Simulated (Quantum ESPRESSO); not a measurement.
# TePb in Quantum ESPRESSO: the effect of functional

Crystal: TePb.

```
Pb Te
1.0
     0.00000    3.23100    3.23100
     3.23100    0.00000    3.23100
     3.23100    3.23100    0.00000
Pb Te
1 1
Direct
  0.00000 0.00000 0.00000
  0.50000 0.50000 0.50000
```

Alike in all runs:

```yaml
Program: Quantum ESPRESSO 7.5
Task: phonons
Cutoff: 612 eV
Density_cutoff: 4898 eV
k_mesh: 2 × 2 × 2, shifted
Occupations: fermi-dirac, width 0.05 eV
Spin: no spin polarisation
```

Each run relaxes the cell or the atoms first.

**Question.** One run gave: relaxed volume 34.95 Å³/atom; highest phonon frequency 77 cm⁻¹. Which functional did it use?
A. RPBE
B. LDA
C. PBE
D. vdW-DF-cx
E. BLYP

**Answer.** A.

```tsv
functional	potentials or basis	relaxed volume (Å³/atom)	highest phonon frequency (cm⁻¹)
LDA	GBRV 1.5 LDA	31.13	97
PBE	GBRV 1.5 PBE	33.77	84
WC	GBRV 1.5 PBE	32.10	94
BLYP	GBRV 1.5 PBE	36.47	70
RPBE	GBRV 1.5 PBE	34.95	77
vdW-DF-cx	GBRV 1.5 PBE	32.28	95
```

Caveats: all runs use coarse meshes; the potentials were made for another functional, which shifts forces and pressure (some runs).
